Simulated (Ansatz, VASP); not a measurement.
## Bi: VASP beside Ansatz

File INCAR:

```
PREC     = Accurate       # precision mode
ENCUT    = 520            # plane-wave cutoff, eV
EDIFF    = 1E-7           # SCF threshold, eV
ISMEAR   = -1             # smearing method
SIGMA    = 0.1            # smearing width, eV
LREAL    = F              # projectors in reciprocal space
LASPH    = T              # aspherical terms in the spheres
NELM     = 80             # most SCF steps
ALGO     = Normal         # electronic algorithm
ISIF     = 2              # what is computed and relaxed
LWAVE    = F              # write WAVECAR
LCHARG   = T              # write CHGCAR
LELF     = T              # ELF
LVHAR    = T            
NBANDS   = 14             # bands
```

File KPOINTS:

```
regular mesh
0
Gamma
  16 16 16
```

POSCAR

```
Bi
1.0
   -1.8665575403      1.8665575403      1.8665575403
    1.8665575403     -1.8665575403      1.8665575403
    1.8665575403      1.8665575403     -1.8665575403
Bi
1
Direct
    0.0000000000      0.0000000000      0.0000000000
```

Input for Ansatz:

```yaml
crystal:
  lattice:
    - [-1.8665575403, 1.8665575403, 1.8665575403]
    - [1.8665575403, -1.8665575403, 1.8665575403]
    - [1.8665575403, 1.8665575403, -1.8665575403]
  atoms:
    - { symbol: Bi, position: [0.0, 0.0, 0.0] }
basis:
  ecutwfc: 420
kpoints:
  mp_grid: { grid: [16, 16, 16] }
  band_path:
    path:
      - [[0.0, 0.0, 0.0], [0.5, -0.5, 0.5], [0.0, 0.0, 0.5], [0.0, 0.0, 0.0], [0.25, 0.25, 0.25], [0.5, -0.5, 0.5]]
      - [[0.25, 0.25, 0.25], [0.0, 0.0, 0.5]]
    npoints: 12
hamiltonian:
  xc: lda
scf:
  occupations: { method: fermi_dirac, width: 0.1 }
  n_extra_bands: 6
output:
  forces: true
  stress: true
  eigenvalues: true
```

Alike in both runs: task single point; functional LDA; k mesh 16 × 16 × 16; occupations fermi-dirac, width 0.1 eV; no spin polarisation.

|  | VASP | Ansatz |
| --- | --- | --- |
| version | VASP 6.6.1 | Ansatz 0.2.0 |
| potentials or method | VASP PAW LDA potentials, release 64 (Bi_d) | scalar-relativistic, plane waves, PAW |
| plane-wave cutoff (eV) | 520 | 420 |
| valence electrons in the cell | 15 | 15 |

|  | VASP | Ansatz | Ansatz less VASP |
| --- | --- | --- | --- |
| gap on the k mesh at the Fermi level (eV) | none | none | - |
| pressure (GPa) | 10.3 | 10.1 | -0.21 |

A gap of «none» marks a metal or a gap that the smearing closes.

Caveats: spin-orbit coupling is left out, which moves the levels of the heavy elements.
